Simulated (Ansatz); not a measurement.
# How an unstable B structure lowers its energy

Method: DFT PBEsol, scalar-relativistic, plane waves, PAW (Ansatz). Settings: cutoff 420 eV, Γ-centred meshes no coarser than 0.19 Å⁻¹ for metals and 0.3 Å⁻¹ for insulators (2π included), Gaussian smearing.

The start was the hcp type (P6_3/mmc, No. 194), relaxed within its symmetry. A cell of 8 atoms (4 times the primitive one) was then disturbed at random, relaxed without symmetry and relaxed once more on a fine mesh. The k mesh leaves about 4 meV/atom of noise in metals. Weakly bound directions are ill-defined at this level, which has no dispersion term.

Before:

```
B
1.0
     1.70786    0.00000    0.00000
    -0.85393    1.47905    0.00000
     0.00000    0.00000    7.04826
B
2
Direct
  0.33333 0.66667 0.25000
  0.66667 0.33333 0.75000
```

After:

```cif
data_structure
_symmetry_space_group_name_H-M 'P2_1/m'
_symmetry_Int_Tables_number 11
_cell_length_a 1.6444
_cell_length_b 2.8405
_cell_length_c 14.0089
_cell_angle_alpha 90.000
_cell_angle_beta 92.859
_cell_angle_gamma 90.000
_cell_volume 65.35
loop_
_atom_site_label
_atom_site_type_symbol
_atom_site_symmetry_multiplicity
_atom_site_Wyckoff_symbol
_atom_site_fract_x
_atom_site_fract_y
_atom_site_fract_z
_atom_site_occupancy
B1 B 2 e 0.72101 0.75000 0.81307 1
B2 B 2 e 0.35996 0.75000 0.37753 1
B3 B 2 e 0.24858 0.25000 0.87798 1
B4 B 2 e 0.83238 0.25000 0.31262 1
```

**Question.** Is this a distortion of the same structure or a reconstruction, and what lowers the energy?

**Answer.** A reconstruction, from P6_3/mmc (No. 194) to P2_1/m (No. 11). Each B has on average 7 B contacts in place of 6, longer on average (1.71 → 1.82 Å).

**Question.** What does it gain?

**Answer.** 295 meV/atom, with the volume going from 8.90 to 8.17 Å³/atom.

This form isn't the element's structure at ambient conditions.